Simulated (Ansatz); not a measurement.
BeO:
```cif
data_Be2O2
_chemical_formula_sum 'Be2 O2'
_space_group_name_H-M_alt 'P63mc'
_space_group_IT_number 186
_space_group_name_Hall 'P 6c -2c'
_cell_length_a 2.69278
_cell_length_b 2.69278
_cell_length_c 4.37264
_cell_angle_alpha 90.000
_cell_angle_beta 90.000
_cell_angle_gamma 120.000
loop_
_atom_site_label
_atom_site_type_symbol
_atom_site_symmetry_multiplicity
_atom_site_Wyckoff_symbol
_atom_site_fract_x
_atom_site_fract_y
_atom_site_fract_z
_atom_site_occupancy
Be1 Be 2 b 0.66667 0.33333 0.49990 1
O1 O 2 b 0.33333 0.66667 0.37760 1
```

Relaxed with PBEsol (plane waves, PAW; program Ansatz). Indices refer to the conventional cell of P6_3mc, a = 2.693 Å, b = 2.693 Å, c = 4.373 Å, α = 90.00°, β = 90.00°, γ = 120.00°.

Question: Simulate the powder diffraction pattern (neutron, λ = 1.5401 Å; lines above 1 %) up to 2θ = 90°.

Answer: Simulated powder pattern, neutron, λ = 1.5401 Å (kinematic, ideal powder, no thermal factors, coherent scattering alone; the 30 strongest lines at most, above 1 %, up to 2θ = 90°):

```tsv
2θ (°)	d (Å)	I/Imax (%)	hkl
38.56	2.332	59	(1 0 -1 0)
41.25	2.186	37	(0002)
43.95	2.058	44	(1 0 -1 1)
57.74	1.595	31	(1 0 -1 2)
69.77	1.346	90	(1 1 -2 0)
77.07	1.236	100	(1 0 -1 3)
82.66	1.166	18	(2 0 -2 0)
84.39	1.146	76	(1 1 -2 2)
86.23	1.127	17	(2 0 -2 1)
```

The PBEsol relaxation kept the symmetry of its start.

Potentials: the earlier of the program's two PAW sets. The files were generated under PBE; for other functionals the program regenerates the frozen cores, and for LDA and PBEsol the local potential too.
